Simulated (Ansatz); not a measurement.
The system is TiTe.

```
CELL_PARAMETERS angstrom
3.84200 0.00000 0.00000
-1.92100 3.32727 0.00000
0.00000 0.00000 6.40300
ATOMIC_POSITIONS crystal
Te 0.66667 0.33333 0.75000
Te 0.33333 0.66667 0.25000
Ti 0.00000 0.00000 0.50000
Ti 0.00000 0.00000 0.00000
```

Base run:

```yaml
Program: Ansatz 0.2.0
Functional: PBEsol
Potentials_or_basis: Ansatz PAW
Cutoff: "420 eV (not typed: the program's choice for these potentials)"
k_mesh: 8 × 8 × 4
Occupations: fermi-dirac, width 0.05 eV
Spin: no spin polarisation
Hubbard_terms: Ti d U = 3 eV
```

Its results: band gap on the k mesh none (metal or under the smearing width); pressure 6.2 GPa.

Q: The run is repeated on the same cell with these changes: hubbard terms from Ti d U = 3 eV to Ti d U = 1 eV. What comes out?

A: Band gap on the k mesh none (metal or under the smearing width); pressure 4.3 GPa.

Caveats: U without spin polarisation on a metal has little footing; the PAW data sets come from PBE, with cores solved anew for the run's functional, which leaves a small shift of forces and pressure; the U is typed as a test and isn't derived for this compound; the density of states is complete only up to the lowest level of the last band computed.
